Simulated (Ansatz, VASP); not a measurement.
**Co3W in two plane-wave programs**

One calculation is typed for both programs; each brings its own data sets. How far apart do they land? The two relaxations start from unlike cells of this crystal (the structure described is Ansatz's start), so only their ends are compared.

Program: Ansatz 0.2.0. Level of theory: plane waves, with VASP 6.6.1 beside it; relaxation of cell and atoms at BLYP. Results are calculated unless marked as measured.

### 1. The starting structure

It takes space group P6_3/mmc (No. 194, hexagonal). The conventional cell has a = 5.055 Å, b = 5.055 Å, c = 4.117 Å, α = 90.00°, β = 90.00°, γ = 120.00°. Nearest to Co lie 8 Co at 2.47 to 2.59 Å and 4 W at 2.53 to 2.54 Å. Nearest to W lie 12 Co at 2.53 to 2.54 Å. Farther neighbours are not listed.

### 2. Ansatz: relaxation of cell and atoms, BLYP

Ansatz runs on its default PAW (the set named soft_2) files.

The relaxed volume is the usual yardstick between codes: in a stiff, nearly cubic crystal its relative difference is about their pressure difference at one cell divided by the bulk modulus.

input.yaml reads:

```yaml
crystal:
  lattice:
    - [5.0551601808, 0.0, 0.0]
    - [-2.5275800904, 4.3778971367, 0.0]
    - [0.0, 0.0, 4.1171319]
  atoms:
    - { symbol: Co, position: [0.83717837, 0.67435674, 0.25], spin: 3.0 }
    - { symbol: Co, position: [0.16282163, 0.83717837, 0.75], spin: 3.0 }
    - { symbol: Co, position: [0.67435674, 0.83717837, 0.75], spin: 3.0 }
    - { symbol: Co, position: [0.32564326, 0.16282163, 0.25], spin: 3.0 }
    - { symbol: Co, position: [0.83717837, 0.16282163, 0.25], spin: 3.0 }
    - { symbol: Co, position: [0.16282163, 0.32564326, 0.75], spin: 3.0 }
    - { symbol: W, position: [0.33333333, 0.66666667, 0.25] }
    - { symbol: W, position: [0.66666667, 0.33333333, 0.75] }
kpoints:
  mp_grid: { grid: [9, 9, 8] }
hamiltonian:
  xc: blyp
scf:
  occupations: { method: gaussian, width: 0.1 }
output:
  forces: true
  stress: true
  eigenvalues: true
  populations: true
  write_density: true
  write_potential: true
  elf: true
  volumetric_format: npy
magnetization:
  spin_polarized: true
relax:
  adjacent_minimum: "off"
  f_tol: 0.005
  max_steps: 60
  cell: { stress_tol: 0.03 }
```

Started as:

```
> ansatz run input.yaml --threads 4 --pin off --max-ram 16384MiB --backend cpu --events-out ev --progress --plain --runs-dir out
```

Numbers of over 12 decimals in the logs are rounded to 6 here.

What it wrote:

```text
Engine: ansatz 0.2.0, x86_64-unknown-linux-gnu
Pseudopotentials: kind: paw
Pseudopotential: Co, paw, valence charge 17, recommended cutoff 420 eV (normal), Co.paw.azcp
Pseudopotential: W, paw, valence charge 14, recommended cutoff 420 eV (normal), W.paw.azcp
Functional definition: BLYP
  parameter beta = 0.0042
  parameter a = 0.04918
  parameter b = 0.132
  parameter c = 0.2533
  parameter d = 0.349
  exchange = b88_x(beta = beta)
  correlation = lyp_c(a = a, b = b, c = c, d = d)
Crystal: 8 atoms, lattice volume = 91.116 Å³
Basis set: ecut = 420 eV, 1771 PW (Γ), exchange–correlation on 72×72×60 points (8 copies of the dense FFT grid, shifted against one another)
Bands: 89, of which v1, the nominal top of the filled ones, is band 65 counted from 1 (64 counted from 0)
Symmetry: 24 space group operations
Space group: P63/mmc (ITA 194), of the structure as read, at distance tolerance 4.5e-5 Å
Magnetic group: BNS 194.263 (UNI 1493), of the structure as read, at distance tolerance 4.5e-5 Å
k-points: 60 of 648
Non-local potential: Co, projectors of the file, l = 0: 3, l = 1: 2, l = 2: 3, l = 3: 1
Non-local potential: W, projectors of the file, l = 0: 3, l = 1: 2, l = 2: 2, l = 3: 1
PAW form: soft (Blöchl's): semilocal exchange-correlation on the pseudo side does not see the compensation charge
PAW frozen core: Co, regenerated for the run's functional, and the local potential with it (the file was generated under x = pbe(κ = 0.804, μ = 0.219515), c = pbe(β = 0.066725))
PAW frozen core: W, regenerated for the run's functional, and the local potential with it (the file was generated under x = pbe(κ = 0.804, μ = 0.219515), c = pbe(β = 0.066725))
PAW one-centre angular grid: Co, 590 points (default); XC on 64 Gauss nodes
PAW one-centre angular grid: W, 590 points (default); XC on 64 Gauss nodes
Initial density: superposition of atomic densities (chi_scale 0.1, normalization cell)
Starting moments: Σ|m| = 18 μB on 6 of 8 sites
Initial wavefunctions: pseudopotential atomic-orbital guess
Functional: x = b88, c = lyp
SCF iter   1: F=—  HF=-51613.497864 eV  |F-HF|=—  |Δ(HF+E_count)|=         —  Δρ=1.21e-1 (↑1.21e-1 ↓3.66e-2)  dr2=8.39e0  dr2_m=3.59e0  M=11.948 μB ∫|m|=13.771 μB  β_m=0.30  ethr=3.10e-3  ⟨swp⟩=5.6  Hψ=34649  notcnv=0  defer=88
Mixer restart at iter 1: flushing history
preconditioner: auto → Kerker (q_TF=auto, 2.895 Å⁻¹)  [metal: Δε(μ)=0.004 eV  Ē_g=9.069 eV  σ=0.100 eV  W_gap=0.02  n_scr=32 (ndim 8)  ℏωp=31.6 eV  f_vac=0.000  D(μ)=10.33/eV (n_scr^D=136)]
spin=Collinear: Kerker preconditioning applied to the charge; magnetization (m = ρ↑ − ρ↓) channel mixes plain (no charge-response kernel on spin).
SCF iter   2: F=—  HF=-51611.501923 eV  |F-HF|=—  |Δ(HF+E_count)|=    2.00e0  Δρ=7.06e-2 (↑7.06e-2 ↓6.55e-2)  dr2=1.07e0  dr2_m=3.64e0  M=10.778 μB ∫|m|=12.802 μB  β_m=0.47  ethr=3.10e-3  ⟨swp⟩=2.1  Hψ=16680  notcnv=0  defer=1345
SCF iter   3: F=—  HF=-51615.420145 eV  |F-HF|=—  |Δ(HF+E_count)|=    3.92e0  Δρ=8.37e-2 (↑5.71e-2 ↓8.37e-2)  dr2=1.92e0  dr2_m=3.94e0  M=9.001 μB ∫|m|=11.496 μB  β_m=0.60  ethr=8.23e-4  ⟨swp⟩=2.4  Hψ=14459  notcnv=0  defer=1348
SCF iter   4: F=—  HF=-51619.657891 eV  |F-HF|=—  |Δ(HF+E_count)|=    4.24e0  Δρ=9.05e-2 (↑5.10e-2 ↓9.05e-2)  dr2=2.33e0  dr2_m=4.03e0  M=6.196 μB ∫|m|=9.537 μB  β_m=0.19  ethr=8.23e-4  ⟨swp⟩=2.6  Hψ=16627  notcnv=0  defer=1392
SCF iter   5: F=—  HF=-51620.988512 eV  |F-HF|=—  |Δ(HF+E_count)|=    1.33e0  Δρ=5.76e-2 (↑5.76e-2 ↓3.49e-2)  dr2=3.95e-1  dr2_m=1.73e0  M=5.555 μB ∫|m|=8.720 μB  β_m=0.52  ethr=8.23e-4  ⟨swp⟩=2.1  Hψ=15499  notcnv=0  defer=1443
SCF iter   6: F=—  HF=-51623.498769 eV  |F-HF|=—  |Δ(HF+E_count)|=    2.51e0  Δρ=2.85e-2 (↑2.85e-2 ↓9.11e-3)  dr2=3.05e-1  dr2_m=2.68e-1  M=2.994 μB ∫|m|=5.419 μB  β_m=0.86  ethr=3.04e-4  ⟨swp⟩=2.1  Hψ=17661  notcnv=0  defer=1462
SCF iter   7: F=—  HF=-51623.679295 eV  |F-HF|=—  |Δ(HF+E_count)|=         —  Δρ=1.76e-2 (↑1.26e-2 ↓1.76e-2)  dr2=3.99e-1  dr2_m=9.34e-2  M=1.835 μB ∫|m|=3.240 μB  β_m=0.86  ethr=2.35e-4  ⟨swp⟩=2.0  Hψ=16067  notcnv=0  defer=1456
Mixer restart at iter 7: flushing history
SCF iter   8: F=—  HF=-51623.818332 eV  |F-HF|=—  |Δ(HF+E_count)|=   1.39e-1  Δρ=1.50e-2 (↑1.04e-2 ↓1.50e-2)  dr2=2.71e-1  dr2_m=9.58e-3  M=1.810 μB ∫|m|=2.964 μB  β_m=0.71  ethr=2.35e-4  ⟨swp⟩=2.3  Hψ=18906  notcnv=0  defer=1504
SCF iter   9: F=—  HF=-51623.762063 eV  |F-HF|=—  |Δ(HF+E_count)|=   5.63e-2  Δρ=7.70e-3 (↑7.70e-3 ↓2.23e-3)  dr2=6.28e-2  dr2_m=9.56e-3  M=1.786 μB ∫|m|=2.868 μB  β_m=0.64  ethr=2.08e-4  ⟨swp⟩=2.2  Hψ=17532  notcnv=0  defer=1501
SCF iter  10: F=—  HF=-51623.757864 eV  |F-HF|=—  |Δ(HF+E_count)|=   4.20e-3  Δρ=3.00e-3 (↑3.00e-3 ↓2.21e-3)  dr2=1.56e-3  dr2_m=5.45e-3  M=1.770 μB ∫|m|=2.777 μB  β_m=0.82  ethr=4.83e-5  ⟨swp⟩=1.7  Hψ=13239  notcnv=0  defer=1501
[...]
SCF iter   6: F=—  HF=-51624.018741 eV  |F-HF|=—  |Δ(HF+E_count)|=  4.22e-10  Δρ=1.63e-7 (↑1.63e-7 ↓1.41e-7)  dr2=9.51e-11  dr2_m=1.44e-13  M=1.834 μB ∫|m|=2.917 μB  β_m=0.91  ethr=1.00e-12  ⟨swp⟩=1.0  Hψ=10680  notcnv=0
SCF iter   7: F=—  HF=-51624.018741 eV  |F-HF|=—  |Δ(HF+E_count)|=  1.31e-10  Δρ=6.34e-8 (↑5.83e-8 ↓6.34e-8)  dr2=1.44e-11  dr2_m=1.09e-14  M=1.834 μB ∫|m|=2.917 μB  β_m=0.95  ethr=1.00e-12  ⟨swp⟩=1.0  Hψ=10680  notcnv=0
SCF iter   8: F=-51624.018741 eV  HF=-51624.018741 eV  |F-HF|=2.18e-11  |Δ(HF+E_count)|=  1.46e-11  Δρ=5.63e-8 (↑5.63e-8 ↓5.41e-8)  dr2=1.08e-11  dr2_m=1.82e-15  M=1.834 μB ∫|m|=2.917 μB  ethr=1.00e-12  ⟨swp⟩=4.0  Hψ=40457  notcnv=0
SCF 9 converged in 8 iterations: F = -51624.018741 eV  dr2 = 1.08e-11
relax step   9: F+E_penalty+E_count = -51624.01874138 eV  Δ(F+E_penalty+E_count) = -6.505e-5 eV  max|allowed force component| = 1.031e-4 eV/Å  Δτ_max = 0.0000 Å  P = +0.006 GPa  Ω = 96.310 Å³  stress off target by 7.16e-3 GPa  SCF on the basis re-selected at this cell (its energy is not comparable with the rows above)  (8 SCF iters)
basis re-selected at this cell: Δ(F+E_penalty+E_count) = -6.505e-5 eV, ΔP = +0.001 GPa vs the last step (what re-selecting the basis moved, of the pressure what is left beyond the Pulay correction that the steps carried, after the strain that the cell walked since its last selection, with what the two solves' SCF thresholds leave and, on support functions, any second-order correction that the steps lacked; it is no m [...]
SCF converged after 8 iterations
Magnetization: 1.8340 μB (65.9170 up, 64.0830 down)
Absolute magnetization: 2.9182 μB (∫|ρ↑−ρ↓|, with the PAW one-centre terms)
Spin contamination: 0.0618 ħ² per cell (⟨S²⟩ above its minimum at these occupations)
Per-site moments (μB) at R_I (Å): [(0.392333, 1.041086), (0.392333, 1.041086), (0.392333, 1.041086), (0.392333, 1.041086), (0.392333, 1.041086), (0.392333, 1.041086), (-0.138247, 1.063638), (-0.138247, 1.063638)]
Free energy (F): -51624.018741 eV
Harris-Foulkes:  -51624.018741 eV  (|F-HF|=2.18e-11)
Internal energy: -51623.998597 eV  (E = F + TS)
E sigma→0 (E₀):  -51624.008669 eV
Entropy (-TS):   -0.020145 eV (-2.518 meV/atom)
Fermi energy:    20.465845 eV
--- Per-component energies (eV) ---
  E_band       = -1492.031328
  E_kinetic    = 3633.442944
  E_local      = -18971.563681  (includes V_loc(G=0)·N_el)
  E_nonlocal   = 2714.746199
  E_hartree    = 7999.864631
  E_xc         = -1472.792115
  E_vxc        = -1685.548556  (∫ρ·V_xc dr)
  E_paw        = -26336.052852  (= ΣΔE_a)
  E_vpaw       = -3182.838309  (= ΣTr[D̂ρ^β])
  E_aug_tail   = 0.000347  (compensation charges beyond the density's cutoff)
  E_ewald      = -19192.066624
  E_core_change = 0.422555  (= ΣΔE_core)
  E_smearing   = -0.020145  (= −TS)
  E_closure    = -0.000000  (closes the sum)
  Σ components = -51624.018741   (vs F -51624.018741, Δ=0.00e0)
--- Forces (eV/Å), atoms counted from 1 ---
  atom   1  Co     0.00000000    -0.00010314     0.00000000
  atom   2  Co     0.00008933    -0.00005157     0.00000000
  atom   3  Co    -0.00008933    -0.00005157     0.00000000
  atom   4  Co     0.00008933     0.00005157     0.00000000
  atom   5  Co    -0.00008933     0.00005157     0.00000000
  atom   6  Co    -0.00000000     0.00010314     0.00000000
  atom   7  W      0.00000000     0.00000000     0.00000000
  atom   8  W      0.00000000    -0.00000000     0.00000000
  max |Σ_I F_I| component: 3.01e-17 eV/Å
--- Stress (GPa, compression-positive) ---
        0.007158       0.000000       0.000000
        0.000000       0.007158       0.000000
        0.000000       0.000000       0.003074
  P = ⅓ Tr σ = 0.0058 GPa (0.058 kbar)
--- Band table (eV; the first three rows and the last of 120) ---
  k-point 0 ↑: bands = [... 61 lower, 19.4066, 20.2651, 20.3735, 20.4109, 20.9441, 21.4521, 21.4521, 21.5664, ... 20 higher]
  k-point 1 ↑: bands = [... 61 lower, 19.5804, 20.2392, 20.3005, 20.3927, 20.4059, 21.4339, 21.4339, 21.5691, ... 20 higher]
  k-point 2 ↑: bands = [... 61 lower, 20.1427, 20.1427, 20.2969, 20.3915, 20.5395, 21.3511, 21.3511, 21.5388, ... 20 higher]
  k-point 59 ↓: bands = [... 61 lower, 19.6579, 19.7457, 19.7457, 20.7167, 20.7167, 21.2306, 21.2306, 21.3124, ... 20 higher]
--- Relaxed structure (7 steps of the walk, 7 accepted, 2 SCFs on fresh bases) ---
  F+E_penalty+E_count = -51624.01874138 eV   max|allowed force component| = 1.031e-4 eV/Å   (the final SCF, on the basis selected at the relaxed cell)
  cell:  # Å, volume = 96.3102 Å³
    - [5.178315, 0, 0.0]
    - [-2.589158, 4.484553, 0.0]
    - [0.0, 0.0, 4.147293]
  atoms:
    - { symbol: Co, position: [0.837538, 0.675075, 0.250000] }
    - { symbol: Co, position: [0.162462, 0.837538, 0.75] }
    - { symbol: Co, position: [0.675075, 0.837538, 0.75] }
    - { symbol: Co, position: [0.324925, 0.162462, 0.250000] }
    - { symbol: Co, position: [0.837538, 0.162462, 0.250000] }
    - { symbol: Co, position: [0.162462, 0.324925, 0.75] }
    - { symbol: W, position: [0.333333, 0.666667, 0.250000] }
    - { symbol: W, position: [0.666667, 0.333333, 0.75] }
--- Löwdin populations: 8 sites ---
  site symbol       q [e]    m [muB]
     0     Co     16.7917     0.3950
     1     Co     16.7917     0.3950
     2     Co     16.7917     0.3950
     3     Co     16.7917     0.3950
     4     Co     16.7917     0.3950
     5     Co     16.7917     0.3950
     6      W     13.9316    -0.2196
     7      W     13.9316    -0.2196
  spilling = 0.010667 (of n_electrons = 130.000000)
```

Reading the cycles: dr2 is the Hartree energy of the density residual (eV), the measure of convergence; HF is the Harris–Foulkes estimate of the energy, which meets the free energy F at convergence.

(Part 1 of 2 ends here.)

[Lines on the potential files, build, host, timing and source positions are cut from VASP's logs without a mark.]

[Logs are printed without paths, hosts, clocks, repeated set-up lines and the standing remarks that a program may print on its own settings, such as how far it seeks lower states.]

[Hosts, paths, dates, database ids (printed as entryN), source tags and the programs' standing remarks are cut or masked in the printed files.]
